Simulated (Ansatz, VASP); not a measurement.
Two plane-wave programs on InAs4

```xyz
5
Lattice="5.3327 0.0000 0.0000 0.0000 5.3327 0.0000 0.0000 0.0000 3.8933" Properties=species:S:1:pos:R:3 pbc="T T T"
In    2.6664    2.6664    1.9466
As    1.3332    1.3332    0.0000
As    1.3332    3.9995    0.0000
As    3.9995    1.3332    0.0000
As    3.9995    3.9995    0.0000
```

Alike in both runs: task single point; functional PBE; dispersion D3(BJ); k mesh 4 × 4 × 4; occupations gaussian, width 0.1 eV; no spin polarisation.

|  | VASP | Ansatz |
| --- | --- | --- |
| version | VASP 6.6.1 | Ansatz 0.2.0 |
| potentials or method | VASP PAW PBE potentials, release 64 (In_d, As) | scalar-relativistic, plane waves, PAW |
| plane-wave cutoff (eV) | 520 | 420 |
| valence electrons in the cell | 33 | 73 |

```csv
,VASP,Ansatz,Ansatz less VASP
gap on the k mesh at the Fermi level (eV),none,none,-
pressure (GPa),8.8,8.6,-0.21
largest component of the traceless stress (GPa),2.97,3.02,+0.049
rms of the force components (eV/Å),0.872,0.860,-0.0123
```

Atom by atom the forces differ by 0.012 eV/Å (rms over components). A gap of «none» marks a metal or a gap that the smearing closes. The two sets of potentials don't hold the same shells in valence.

Caveats: the k mesh is coarse (spacing up to 0.40 Å⁻¹), so the values aren't converged; pairwise dispersion overbinds metals, which lowers pressure and volume; forces of over 1 eV/Å show positions far from the minimum, so gaps and moduli don't describe the material at rest.
